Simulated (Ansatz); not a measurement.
Runs of Ansatz 0.2.0 on Bi2Te2Se. Symmetry: R-3m, No. 166, trigonal system. The conventional cell has a = 4.322 Å, b = 4.322 Å, c = 31.757 Å, α = 90.00°, β = 90.00°, γ = 120.00°. Bi (site symmetry 3m) has 3 Te at 3.05 Å and 3 Se at 3.11 Å as nearest neighbours. Around Te (site symmetry 3m) lie 3 Bi at 3.05 Å. Se (site symmetry -3m) has 6 Bi at 3.11 Å as nearest neighbours. The cell is a database's computed one.

```csv
task,level,spin,cell,cutoff (eV),points for each segment of the path,gap on the mesh (eV),pressure (GPa),relaxed volume (Å³/atom),largest force (eV/Å)
band structure,r2SCAN,off,as given,500,14,0.73,0.0,-,(b)
relaxation of cell and atoms,LDA,off,relaxed,420,-,0.08,0.0,30.77,-
band structure,PBEsol,"SOC, no magnetisation",as given,420,14,0.16,-1.0,-,(c)
band structure,LDA,off,as given,420,14,0.37,(a),-,0.14
relaxation of cell and atoms,r2SCAN,off,relaxed,500,-,0.73,0.0,34.33,-
```

Alike in all rows: potentials or basis Ansatz PAW; k mesh 7 × 7 × 7; smearing fermi-dirac 0.05 eV.

Estimate the missing entries.

(a) -2.6; (b) 0.06; (c) 0.10.

Caveats: the PAW data sets come from PBE, with cores solved anew for the run's functional, which leaves a small shift of forces and pressure; spin-orbit coupling is left out, which as a rule narrows the gap of such compounds by several tenths of an eV (some runs); odd divisions of the mesh miss points on the zone boundary, where band edges often lie, so the gap on the mesh can be too wide (some runs); the plane-wave basis is chosen anew once the cell has moved, so the energies of steps on either side of that aren't comparable (some runs).

A k mesh can miss the band edges, and rows without SOC leave out spin-orbit coupling on Bi, Se, Te.
